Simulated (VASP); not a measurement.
# HgSe (F-43m) in VASP: notebook

The runs below take HgSe through single point, with PBE.

All numbers are computed with VASP 6.6.1; they aren't measurements. Logs are shortened: lines on timing, memory, paths and dates and some standing lists are left out, and cuts for length are marked.

**1. The crystal as given**

Symmetry: F-43m, No. 216, cubic system. Conventional cell: a = 6.078 Å, b = 6.078 Å, c = 6.078 Å, α = 90.00°, β = 90.00°, γ = 90.00°. Around Hg (site symmetry -43m) lie 4 Se at 2.63 Å. Se (site symmetry -43m) is surrounded by 4 Hg at 2.63 Å.

**2. Single point, PBE**

INCAR

```
  PREC = Accurate
  ENCUT = 520
  EDIFF = 1E-7
  ISMEAR = 0
  SIGMA = 0.024
  LREAL = F
  LASPH = T
  NELM = 60
  ALGO = Fast
  ISIF = 2
  LWAVE = F
  LCHARG = F
  GGA = PE
  NBANDS = 16
```

KPOINTS

```
regular mesh
0
Gamma
  8 8 8
```

POSCAR

```
HgSe
1.0
    0.0000000000      3.0390000000      3.0390000000
    3.0390000000      0.0000000000      3.0390000000
    3.0390000000      3.0390000000      0.0000000000
Hg Se
1 1
Direct
    0.0000000000      0.0000000000      0.0000000000
    0.7500000000      0.7500000000      0.7500000000
```

Potentials or basis: VASP PAW PBE potentials, release 64 (Hg, Se).

The run is started by

```
> cat potpaw_PBE.64/Hg/POTCAR potpaw_PBE.64/Se/POTCAR > POTCAR
> mpirun -np 1 vasp_std > vasp.out
```

OUTCAR:

```text
PREC = Accurate
   ENCUT = 520
   EDIFF = 1E-7
   ISMEAR = 0
   LREAL = F
   LASPH = T
   NELM = 60
   ISIF = 2
   GGA = PE

 ion  position               nearest neighbor table
   1  0.000  0.000  0.000-   2 2.63   2 2.63   2 2.63   2 2.63
   2  0.750  0.750  0.750-   1 2.63   1 2.63   1 2.63   1 2.63

  LATTYP: Found a face centered cubic cell.
 ALAT       =     6.0780000000

  Lattice vectors:

 A1 = (   0.0000000000,   3.0390000000,   3.0390000000)
 A2 = (   3.0390000000,   0.0000000000,   3.0390000000)
 A3 = (   3.0390000000,   3.0390000000,   0.0000000000)

Analysis of symmetry for initial positions (statically):
=====================================================================
 Subroutine PRICEL returns:
 Original cell was already a primitive cell.

 Routine SETGRP: Setting up the symmetry group for a
 face centered cubic supercell.

 Subroutine GETGRP returns: Found 24 space group operations
 (whereof 24 operations were pure point group operations)
 out of a pool of 48 trial point group operations.

The static configuration has the point symmetry T_d .

Analysis of symmetry for dynamics (positions and initial velocities):
=====================================================================
 Subroutine PRICEL returns:
 Original cell was already a primitive cell.

 Routine SETGRP: Setting up the symmetry group for a
 face centered cubic supercell.

 Subroutine GETGRP returns: Found 24 space group operations
 (whereof 24 operations were pure point group operations)
 out of a pool of 48 trial point group operations.

The dynamic configuration has the point symmetry T_d .

 Subroutine INISYM returns: Found 24 space group operations
 (whereof 24 operations are pure point group operations),
 and found     1 'primitive' translations

----------------------------------------------------------------------------------------

                                     Primitive cell

  volume of cell :      56.1335

  direct lattice vectors                    reciprocal lattice vectors
     0.000000000  3.039000000  3.039000000    -0.164527805  0.164527805  0.164527805
     3.039000000  0.000000000  3.039000000     0.164527805 -0.164527805  0.164527805
     3.039000000  3.039000000  0.000000000     0.164527805  0.164527805 -0.164527805

  length of vectors
     4.297795016  4.297795016  4.297795016     0.284970518  0.284970518  0.284970518

  position of ions in fractional coordinates (direct lattice)
     0.000000000  0.000000000  0.000000000
     0.750000000  0.750000000  0.750000000

  ion indices of the primitive-cell ions
   primitive index   ion index
                 1           1
                 2           2

----------------------------------------------------------------------------------------

 KPOINTS: regular mesh

Automatic generation of k-mesh.
 Grid dimensions read from file:
 generate k-points for:    8    8    8

 Generating k-lattice:

  Cartesian coordinates                     Fractional coordinates (reciprocal lattice)
    -0.020565976  0.020565976  0.020565976     0.125000000  0.000000000  0.000000000
     0.020565976 -0.020565976  0.020565976     0.000000000  0.125000000  0.000000000
     0.020565976  0.020565976 -0.020565976     0.000000000  0.000000000  0.125000000

  Length of vectors
     0.035621315  0.035621315  0.035621315

  Shift w.r.t. Gamma in fractional coordinates (k-lattice)
     0.000000000  0.000000000  0.000000000

 Subroutine IBZKPT returns following result:
 ===========================================

 Found     29 irreducible k-points:

 Following reciprocal coordinates:
            Coordinates               Weight
  0.000000  0.000000  0.000000      1.000000
  0.125000  0.000000  0.000000      8.000000
  0.250000  0.000000  0.000000      8.000000
  0.375000  0.000000  0.000000      8.000000
  0.500000  0.000000  0.000000      4.000000
  0.125000  0.125000  0.000000      6.000000
[... 16 lines left out ...]
  0.500000  0.250000  0.125000     48.000000
 -0.375000  0.250000  0.125000     24.000000
 [... further k-points ...]
   k-points           NKPTS =     29   k-points in BZ     NKDIM =     29   number of bands    NBANDS=     16
   number of dos      NEDOS =    301   number of ions     NIONS =      2
   total plane-waves  NPLWV =  32768
   dimension x,y,z NGX =    32 NGY =   32 NGZ =   32
   dimension x,y,z NGXF=    64 NGYF=   64 NGZF=   64
   ions per type =               1   1
   NGX,Y,Z   is equivalent  to a cutoff of  12.38, 12.38, 12.38 a.u.
   NGXF,Y,Z  is equivalent  to a cutoff of  24.76, 24.76, 24.76 a.u.
 SYSTEM =  unknown system
   PREC   = accura    normal or accurate (medium, high low for compatibility)
   ISTART =      0    job   : 0-new  1-cont  2-samecut
   ICHARG =      2    charge: 1-file 2-atom 10-const
   ISPIN  =      1    spin polarized calculation?
   LNONCOLLINEAR =      F non collinear calculations
   LSORBIT =      F    spin-orbit coupling
   LASPH  =      T    aspherical Exc in radial PAW
   ENCUT  =  520.0 eV  38.22 Ry    6.18 a.u.   7.99  7.99  7.99*2*pi/ulx,y,z
   NELM   =     60;   NELMIN=  2; NELMDL= -5     # of ELM steps
   EDIFF  = 0.1E-06   stopping-criterion for ELM
   LREAL  =      F    real-space projection
   EDIFFG = 0.1E-05   stopping-criterion for IOM
   NSW    =      0    number of steps for IOM
   IBRION =     -1    ionic relax: 0-MD 1-quasi-New 2-CG
   NFREE  =      0    steps in history (QN), initial steepest desc. (CG)
   ISIF   =      2    stress and relaxation
   ISYM   =      2    0-nonsym 1-usesym 2-fastsym
   POTIM  = 0.5000    time-step for ionic-motion
   TEBEG  =    0.0;   TEEND  =   0.0 temperature during run
   PSTRESS=    0.0 pullay stress
   NELECT =      18.0000    total number of electrons
   NUPDOWN=      -1.0000    fix difference up-down
   EMIN   =  10.00;   EMAX   =-10.00  energy-range for DOS
   EFERMI =   0.00;   METHOD = LEGACY
   ISMEAR =     0;   SIGMA  =   0.02  broadening in eV -4-tet -1-fermi 0-gaus
   EFERMI_NEDOS =   21; number of points for ismear=-14 and -15
   IALGO  =     68    algorithm
   IMIX   =      4    mixing-type and parameters
     AMIX     =   0.40;   BMIX     =  1.00
     AMIX_MAG =   1.60;   BMIX_MAG =  1.00
  volume/ion in A,a.u.               =      28.07       189.40
  Fermi-wavevector in a.u.,A,eV,Ry     =   1.120534  2.117502 17.083421  1.255596
  Thomas-Fermi vector in A             =   2.257181
   LORBIT       =      0    0 simple, 1 ext, 2 COOP (PROOUT), +10 PAW based schemes
   GGA     = PE    functional components
   LHFCALC =     F    Hartree Fock is set to
   AEXX    =    0.0000 exact exchange contribution
   IVDW    =     0    specifies the selected vdW correction
   LEPSILON=     F    determine dielectric tensor
   LRPA    =     F    only Hartree local field effects (RPA)
 non-spin polarized calculation
 RMM-DIIS sequential band-by-band and
 Gauss-broadening in eV      SIGMA  =   0.02
  energy-cutoff  :      520.00
  volume of cell :       56.13
 maximum number of plane-waves:      1540
   NGX = 15   NGY = 15   NGZ = 15

 number of electron      18.0000004 magnetization

 Free energy of the ion-electron system (eV)
  ---------------------------------------------------
  ext. energy  EPLUGINS =         0.00000000
  ---------------------------------------------------
  free energy    TOTEN  =        -4.00849666 eV

  energy without entropy =       -4.00842435  energy(sigma->0) =       -4.00846051

 E-fermi :   1.7775     XC(G=0):  -9.0576

 val. band max:        1.7702131141   @ k =   0.0000   0.0000   0.0000
 cond. band min:       2.3906493083   @ k =   0.1250   0.0000   0.0000
 fundamental gap:      0.6204361942
 Fermi energy:         1.7775227619

 k-point     1 :       0.0000    0.0000    0.0000
  band No.  band energies     occupation
      1     -11.7116      2.00000
      2      -5.4161      2.00000
      3      -5.4161      2.00000
      4      -5.4161      2.00000
      5      -4.6683      2.00000
      6      -4.6683      2.00000
[... 8 lines left out ...]
     15      13.0876      0.00000
     16      13.0876      0.00000

 k-point     2 :       0.1250    0.0000    0.0000
  band No.  band energies     occupation
      1     -11.6448      2.00000
      2      -5.3877      2.00000
      3      -5.3855      2.00000
      4      -5.3855      2.00000
      5      -4.6707      2.00000
      6      -4.6707      2.00000
[... 8 lines left out ...]
     15      12.2284      0.00000
     16      12.2284      0.00000

 k-point     3 :       0.2500    0.0000    0.0000
  band No.  band energies     occupation
      1     -11.4787      2.00000
      2      -5.3174      2.00000
      3      -5.3174      2.00000
      4      -5.2447      2.00000
      5      -4.6653      2.00000
      6      -4.6653      2.00000
[... 8 lines left out ...]
     15      11.9323      0.00000
     16      11.9323      0.00000

 k-point     4 :       0.3750    0.0000    0.0000
  band No.  band energies     occupation
      1     -11.3054      2.00000
      2      -5.2619      2.00000
      3      -5.2619      2.00000
      4      -4.8634      2.00000
      5      -4.6390      2.00000
      6      -4.6390      2.00000
[... 8 lines left out ...]
     15      12.6588      0.00000
     16      12.6588      0.00000

 k-point     5 :       0.5000    0.0000    0.0000
  band No.  band energies     occupation
      1     -11.2315      2.00000
      2      -5.2439      2.00000
      3      -5.2439      2.00000
      4      -4.6205      2.00000
      5      -4.6205      2.00000
      6      -4.3428      2.00000
[... 8 lines left out ...]
     15      13.6032      0.00000
     16      13.6032      0.00000

 k-point     6 :       0.1250    0.1250    0.0000
  band No.  band energies     occupation
      1     -11.6225      2.00000
      2      -5.4160      2.00000
      3      -5.3560      2.00000
      4      -5.3560      2.00000
      5      -4.6925      2.00000
      6      -4.6519      2.00000
[... 8 lines left out ...]
     15      11.7763      0.00000
     16      13.1335      0.00000

 k-point     7 :       0.2500    0.1250    0.0000
  band No.  band energies     occupation
      1     -11.4891      2.00000
      2      -5.3675      2.00000
      3      -5.2826      2.00000
      4      -5.2630      2.00000
      5      -4.7030      2.00000
      6      -4.6365      2.00000
[... 8 lines left out ...]
     15      12.6764      0.00000
     16      12.8135      0.00000

 k-point     8 :       0.3750    0.1250    0.0000
  band No.  band energies     occupation
      1     -11.3172      2.00000
      2      -5.2783      2.00000
      3      -5.2182      2.00000
      4      -5.0208      2.00000
      5      -4.6600      2.00000
      6      -4.6175      2.00000
[... 8 lines left out ...]
     15      12.4784      0.00000
     16      13.1986      0.00000

 k-point     9 :       0.5000    0.1250    0.0000
  band No.  band energies     occupation
      1     -11.2090      2.00000
      2      -5.2356      2.00000
      3      -5.1967      2.00000
      4      -4.7067      2.00000
      5      -4.6163      2.00000
      6      -4.4005      2.00000
[... 8 lines left out ...]
     15      12.9240      0.00000
     16      13.6794      0.00000
[... 172 lines left out ...]
 k-point    19 :       0.5000    0.3750    0.0000
  band No.  band energies     occupation
      1     -11.0947      2.00000
      2      -5.2303      2.00000
      3      -4.9554      2.00000
      4      -4.9261      2.00000
      5      -4.5740      2.00000
      6      -4.3455      2.00000
[... 8 lines left out ...]
     15      13.8385      0.00000
     16      14.7981      0.00000

 k-point    20 :      -0.3750    0.3750    0.0000
  band No.  band energies     occupation
      1     -11.0845      2.00000
      2      -5.1857      2.00000
      3      -4.9974      2.00000
      4      -4.8266      2.00000
      5      -4.6142      2.00000
      6      -4.1379      2.00000
[... 8 lines left out ...]
     15      13.2277      0.00000
     16      15.3520      0.00000

 k-point    21 :       0.5000    0.5000    0.0000
  band No.  band energies     occupation
      1     -11.0698      2.00000
      2      -5.2589      2.00000
      3      -4.9060      2.00000
      4      -4.9060      2.00000
      5      -4.5550      2.00000
      6      -4.2975      2.00000
[... 8 lines left out ...]
     15      13.4954      0.00000
     16      14.8666      0.00000

 k-point    22 :       0.3750    0.2500    0.1250
  band No.  band energies     occupation
      1     -11.3523      2.00000
      2      -5.2999      2.00000
      3      -5.2079      2.00000
      4      -5.1355      2.00000
      5      -4.6975      2.00000
      6      -4.6102      2.00000
[... 8 lines left out ...]
     15      13.1898      0.00000
     16      13.9194      0.00000

 k-point    23 :       0.5000    0.2500    0.1250
  band No.  band energies     occupation
      1     -11.2115      2.00000
      2      -5.2121      2.00000
      3      -5.1600      2.00000
      4      -4.8832      2.00000
      5      -4.6348      2.00000
      6      -4.5450      2.00000
[... 8 lines left out ...]
     15      13.4633      0.00000
     16      13.9931      0.00000

 k-point    24 :      -0.3750    0.2500    0.1250
  band No.  band energies     occupation
      1     -11.1522      2.00000
      2      -5.1932      2.00000
      3      -5.1355      2.00000
      4      -4.7214      2.00000
      5      -4.6489      2.00000
      6      -4.2756      2.00000
[... 8 lines left out ...]
     15      13.1915      0.00000
     16      14.0505      0.00000

 [... further k-points ...]
[... 5 lines left out ...]
  --------------------------------------------------------------------------------------
  -------------------------------------------------------------------------------------
  Total        1.7590260      1.7590260      1.7590260     -0.0000000      0.0000000     -0.0000000
  in kB       50.2065909     50.2065909     50.2065909     -0.0000000      0.0000000     -0.0000000
  external PRESSURE =      50.2065909 kB  Pullay stress =       0.0000000 kB

 VOLUME and BASIS-vectors are now :
 -----------------------------------------------------------------------------
  energy-cutoff  :      520.00
  volume of cell :       56.13
      direct lattice vectors                 reciprocal lattice vectors
     0.000000000  3.039000000  3.039000000    -0.164527805  0.164527805  0.164527805
     3.039000000  0.000000000  3.039000000     0.164527805 -0.164527805  0.164527805
     3.039000000  3.039000000  0.000000000     0.164527805  0.164527805 -0.164527805

 POSITION                                       TOTAL-FORCE (eV/Angst)
 -----------------------------------------------------------------------------------
      0.00000      0.00000      0.00000        -0.000000     -0.000000     -0.000000
      4.55850      4.55850      4.55850         0.000000      0.000000      0.000000
 -----------------------------------------------------------------------------------
    total drift:                                0.000000      0.000000      0.000000

  FREE ENERGIE OF THE ION-ELECTRON SYSTEM (eV)
  ---------------------------------------------------
  free  energy   TOTEN  =        -4.0084966630 eV

  energy  without entropy=       -4.0084243526  energy(sigma->0) =       -4.00846051
```

Run time: 17 s. Hardware: 1 thread of Intel Xeon Platinum 8259CL at 2.50GHz (Skylake/Cascade Lake), shared host; peak memory 0.19 GiB.

What came out:

```yaml
Free_energy: -4.0085 eV
Pressure: 5.0 GPa
Band_gap_on_the_k_mesh: none (metal or under the smearing width)
```

The run has no spin-orbit coupling, so splittings on Hg are missing.

**3. Single point, PBE**

INCAR

```
SYSTEM = HgSe
ALGO = Normal
EDIFF = 1E-7
ENCUT = 520
GGA = PE
ISIF = 2
ISMEAR = 0
LASPH = .TRUE.
LCHARG = .TRUE.
LELF = .TRUE.
LREAL = .FALSE.
LVHAR = .TRUE.
LWAVE = .FALSE.
NELM = 80
PREC = Accurate
SIGMA = 0.012
```

KPOINTS

```
k-points
0
G
  8 8 8
  0 0 0
```

POSCAR is that of step 2.

Potentials or basis: VASP PAW PBE potentials, release 64 (Hg, Se).

The run is started by

```
> cat potpaw_PBE.64/Hg/POTCAR potpaw_PBE.64/Se/POTCAR > POTCAR
> mpirun -np 1 vasp_std > vasp.out
```

It took 11 s on 1 thread of Intel Xeon 6975P-C (Granite Rapids), shared host; peak memory 0.18 GiB.

It converged, with:

```yaml
Free_energy: -4.0085 eV
Pressure: 5.0 GPa
Band_gap_on_the_k_mesh: none (metal or under the smearing width)
```

Levels at points of the mesh, in eV from the Fermi level:
| k point | band 7 | band 8 | band 9 | band 10 | band 11 | band 12 |
| --- | --- | --- | --- | --- | --- | --- |
| (0.00, 0.00, 0.00) | -0.94 | 0.00 | 0.00 | 0.00 | 5.48 | 5.48 |
| (0.50, 0.00, 0.00) | -5.54 | -0.98 | -0.98 | 1.11 | 6.25 | 6.25 |
| (0.50, 0.50, 0.00) | -5.11 | -2.32 | -2.32 | 2.78 | 2.99 | 8.49 |

The run has no spin-orbit coupling, so splittings on Hg are missing.

**4. Single point, PBE**

INCAR

```
PREC = Accurate ; ENCUT = 520
EDIFF = 1E-6 ; ISMEAR = 0
SIGMA = 0.012 ; LREAL = F
LASPH = T ; NELM = 60
ALGO = Normal ; ISIF = 2
LWAVE = F ; LCHARG = F
GGA = PE
```

KPOINTS

```
Automatic mesh
0
Gamma
  8 8 8
```

POSCAR is that of step 3.

The run is started by

```
> cat potpaw_PBE.64/Hg/POTCAR potpaw_PBE.64/Se/POTCAR > POTCAR
> mpirun -np 1 vasp_std > vasp.out
```

Run time: 30 s. Hardware: 1 thread of AMD EPYC 7R43 (Zen 3), shared host; peak memory 0.14 GiB.

Results (log left out):

| Item | Value |
| --- | --- |
| Free energy | -4.0085 eV |
| Pressure | 5.0 GPa |
| Band gap on the k mesh | none (metal or under the smearing width) |

Levels at points of the mesh, in eV from the Fermi level:
```
           k point  band 6  band 7  band 8  band 9  band 10  band 11  band 12  band 13
(0.00, 0.00, 0.00)   -6.44   -0.94    0.00    0.00     0.00     5.48     5.48     5.48
(0.50, 0.00, 0.00)   -6.12   -5.54   -0.98   -0.98     1.11     6.25     6.25     7.02
(0.50, 0.50, 0.00)   -6.07   -5.11   -2.32   -2.32     2.78     2.99     8.49     9.86
```

**5. Single point, PBE**

INCAR

```
ALGO = Normal ; EDIFF = 1E-6
ENCUT = 520 ; GGA = PE
ISIF = 2 ; ISMEAR = 0
LASPH = T ; LCHARG = F
LREAL = F ; LWAVE = F
NELM = 60 ; PREC = Accurate
SIGMA = 0.020999999999999998
```

KPOINTS

```
k-points
0
Gamma
  8 8 8
```

POSCAR is that of step 4.

The run is started by

```
> cat potpaw_PBE.64/Hg/POTCAR potpaw_PBE.64/Se/POTCAR > POTCAR
> mpirun -np 1 vasp_std > vasp.out
```

Wall time 10 s (1 thread of Intel Xeon 6975P-C (Granite Rapids), shared host); peak memory 0.18 GiB.

It converged, with:

```
Free energy            : -4.0085 eV
Pressure               : 5.0 GPa
Band gap on the k mesh : none (metal or under the smearing width)
```

Levels at points of the mesh, in eV from the Fermi level:
| k point | band 7 | band 8 | band 9 | band 10 | band 11 | band 12 |
| --- | --- | --- | --- | --- | --- | --- |
| (0.00, 0.00, 0.00) | -0.94 | -0.01 | -0.01 | -0.01 | 5.48 | 5.48 |
| (0.50, 0.00, 0.00) | -5.54 | -0.98 | -0.98 | 1.11 | 6.24 | 6.24 |
| (0.50, 0.50, 0.00) | -5.11 | -2.32 | -2.32 | 2.78 | 2.99 | 8.49 |

**6. The reference run**

An earlier run on the cell as given: functional PBEsol; potentials or basis VASP PAW PBE potentials, release 64 (Hg, Se); cutoff 520 eV; k mesh 8 × 8 × 8; occupations fermi-dirac, width 0.05 eV; no spin polarisation.

- Pressure: 1.8 GPa
- Band gap on the k mesh: none (metal or under the smearing width)

**7. Overview**

| level | smearing | ladder | gap on the mesh (eV) | pressure (GPa) |
| --- | --- | --- | --- | --- |
| PBE | gaussian 0.024 eV | - | none | 5.0 |
| PBE | gaussian 0.012 eV | - | none | 5.0 |
| PBE | gaussian 0.021 eV | - | none | 5.0 |
| PBEsol | fermi-dirac 0.05 eV | free | none | 1.8 |

Alike in all rows: task single point; potentials or basis VASP PAW PBE potentials, release 64 (Hg, Se); no spin polarisation; cell as given; k mesh 8 × 8 × 8; cutoff (eV) 520.

Every run on the cell as given and a fine mesh finds a metal. The pressure there spans 1.8 GPa (PBEsol) to 5.0 GPa (PBE); a positive pressure means that this level wants a larger cell, a negative one a smaller.

Caveats: the PAW data sets were made with another functional, which shifts forces and pressure a little (some runs).

Total energies depend on the potentials used, so only differences within one code and one set of settings carry meaning.
